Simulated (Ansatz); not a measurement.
A single-point calculation of a free-standing puckered monolayer of Bi with Ansatz 0.2.0, at the level PBE. The cell was relaxed with r2SCAN and then strained (in-plane biaxial +3.0 %), with the atoms relaxed again with r2SCAN; k points keep the names of the unstrained zone.

Input (YAML):
```yaml
crystal:
  lattice:
    - [5.2717979656, 0.0, 0.0]
    - [0.0, 4.6552880131, 0.0]
    - [0.0, 0.0, 29.3597916812]
  atoms:
    - { symbol: Bi, position: [0.0563923798, 0.0, 0.3735162676] }
    - { symbol: Bi, position: [0.4436076202, 0.5, 0.3735162676] }
    - { symbol: Bi, position: [0.5563923798, 0.5, 0.2736272887] }
    - { symbol: Bi, position: [0.9436076202, 0.0, 0.2736272887] }
  periodic: [true, true, false]
kpoints:
  mp_grid: { grid: [6, 6, 1] }
  band_path:
    path:
      - [0.0, 0.0, 0.0]
      - [0.5, 0.0, 0.0]
      - [0.5, 0.5, 0.0]
      - [0.0, 0.5, 0.0]
      - [0.4, 0.0, 0.0]
      - [0.379476, -0.03068, 0.0]
    npoints: 1
hamiltonian:
  xc: pbe
scf:
  occupations: { method: fermi_dirac, width: 0.02 }
  n_extra_bands: 5
output:
  forces: true
  stress: true
  eigenvalues: true
```

Run as `ansatz run input.yaml --threads 4 --pin off --max-ram 5529MiB --backend cpu --events-out ev --progress --plain --runs-dir out`. It took 8 s on 4 threads of Intel(R) Xeon(R) Platinum 8488C (Sapphire Rapids), on a shared host; peak host memory 1.2 GiB.

Main lines of the log:
```
scf.n_extra_bands = 5 over 30 filled bands (N_el = 60.0): the run solves 35 bands
Functional definition: PBE
Crystal: 4 atoms, lattice volume = 720.540 Å³
Basis set: ecut = 420 eV, 14081 PW (Γ)
Symmetry: 8 space group operations
Space group: Pmna (ITA 53)
k-points: 16 of 36
preconditioner: auto → Resta (q_TF=auto, 1.803 Å⁻¹)  ε∞=1.7  [σ=0.020 eV  ℏωp=6.2 eV]
SCF 1 converged in 6 iterations: F = -49585.712647 eV  dr2 = 7.27e-8
NSCF: frozen V_eff on 6 k-points
SCF converged after 6 iterations
Free energy (F): -49585.712647 eV
Fermi energy:    -3.908457 eV
--- Per-component energies (eV) ---
  E_band       = -1244.287805
  E_kinetic    = 1207.495325
  E_local      = -80306.030803
  E_nonlocal   = 2236.910118
  E_hartree    = 38667.519191
  E_xc         = -601.981159
  E_vxc        = -572.760480
  E_paw        = -42653.303063
  E_vpaw       = -1144.941957
  E_ewald      = 31863.679494
--- Forces (eV/Å), atoms counted from 1 ---
  atom   1  Bi    -0.10907      0.00000      0.17091
  atom   2  Bi      0.10907      0.00000      0.17091
  atom   3  Bi    -0.10907      0.00000    -0.17091
  atom   4  Bi      0.10907      0.00000    -0.17091
--- 2D stress c σ (N/m, compression-positive) ---
       -0.545815       0.000000       0.000000
        0.000000      -0.916496       0.000000
        0.000000       0.000000       0.000000
  P = ½ c Tr σ = -0.7312 N/m
```

Levels at the listed points, from bands.tsv (eV from the Fermi energy, bands near the gap, counted from 0):
```tsv
# k_distance	band_25	band_26	band_27	band_28	band_29	band_30	band_31	band_32	band_33
# fermi_ev = -3.908457
# [0, 0, 0] at k_distance = 0.000000
# [0.5, 0, 0] at k_distance = 0.595924
# [0.5, 0.5, 0] at k_distance = 1.270768
# [0, 0.5, 0] at k_distance = 1.866693
# [0.4, 0, 0] at k_distance = 2.692946
# [0.379476, -0.03068, 0] at k_distance = 2.741040
# levels_relative_to = fermi_ev
0.000	-2.610	-2.332	-1.186	-1.089	-0.269	0.590	1.920	1.943	2.544
0.596	-2.081	-1.295	-1.295	-0.832	-0.832	0.642	0.642	1.791	1.791
1.271	-3.746	-2.759	-2.759	-1.406	-1.406	2.101	2.101	3.821	3.821
1.867	-2.178	-1.578	-1.578	-1.498	-1.498	0.786	0.786	1.234	1.234
2.693	-1.660	-1.599	-1.385	-1.066	-0.222	0.109	1.197	1.613	1.651
2.741	-1.880	-1.546	-1.297	-1.141	-0.010	-0.010	1.237	1.572	1.665
```
In order the rows are Γ, X, S, Y, Γ–X (0.80), (0.379, -0.031, 0).

With PBE the gap closes, the bands meeting at k = (0.379, -0.031, 0). Edges are sought over the mesh and the listed points. The mean in-plane stress at these positions is -0.73 N/m, compression counted positive. The largest force is 0.20 eV/Å.

Spin-unpolarised throughout. Whether this structure exists isn't addressed.

Spin-orbit coupling is left out; in compounds of Pb, Bi, Tl or Hg it can lower a gap by up to about 1 eV, split its edges or invert the bands.
